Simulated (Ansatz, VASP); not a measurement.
## One calculation of NaF (Villiaumite), two programs

Contents of INCAR:

```
SYSTEM = NaF
  ALGO = Normal
  EDIFF = 1E-6
  ENCUT = 520
  ISIF = 2
  ISMEAR = -1
  LASPH = .True.
  LCHARG = .False.
  LREAL = .False.
  LWAVE = .False.
  NBANDS = 14
  NELM = 80
  PREC = Accurate
  SIGMA = 0.05
```

The input KPOINTS:

```
k-points
0
Gamma
  10 10 10
  0 0 0
```

POSCAR

```
NaF
1.0
    0.0000000000      2.3655017480      2.3655017480
    2.3655017480      0.0000000000      2.3655017480
    2.3655017480      2.3655017480      0.0000000000
Na F
1 1
Direct
    0.0000000000      0.0000000000      0.0000000000
    0.5000000000      0.5000000000      0.5000000000
```

The input input.yaml:

```yaml
crystal:
  lattice:
    - [0.0, 2.365501748, 2.365501748]
    - [2.365501748, 0.0, 2.365501748]
    - [2.365501748, 2.365501748, 0.0]
  atoms:
    - { symbol: Na, position: [0.0, 0.0, 0.0] }
    - { symbol: F, position: [0.5, 0.5, 0.5] }
hamiltonian:
  xc: lda
  pseudopotentials: { kind: paw }
kpoints:
  mp_grid: { grid: [10, 10, 10] }
scf:
  occupations: { method: fermi_dirac, width: 0.05 }
output:
  forces: true
  stress: true
  eigenvalues: true
  write_density: true
  write_potential: true
  elf: true
  volumetric_format: npy
```

Alike in both runs: task single point; functional LDA; k mesh 10 × 10 × 10; occupations fermi-dirac, width 0.05 eV; no spin polarisation.

|  | VASP | Ansatz |
| --- | --- | --- |
| version | VASP 6.6.1 | Ansatz 0.2.0 |
| potentials or method | VASP PAW LDA potentials, release 64 (Na_pv, F) | Ansatz PAW |
| plane-wave cutoff (eV) | 520 | 420 |
| valence electrons in the cell | 14 | 16 |

Ansatz gave:

- gap on the k mesh at the Fermi level (eV): 5.66
- least direct gap on the mesh (eV): 5.66
- pressure (GPa): -6.4

Question: Estimate VASP's values.

Answer: gap on the k mesh at the Fermi level (eV): 5.64; least direct gap on the mesh (eV): 5.64; pressure (GPa): -6.5.

The two sets of potentials don't hold the same shells in valence.

Caveats: the pressure holds a Pulay correction of +0.6 GPa for the finite cutoff (Ansatz); the PAW data sets come from PBE, with cores solved anew for the run's functional, which leaves a small shift of forces and pressure (Ansatz). A k mesh can miss the band edges.
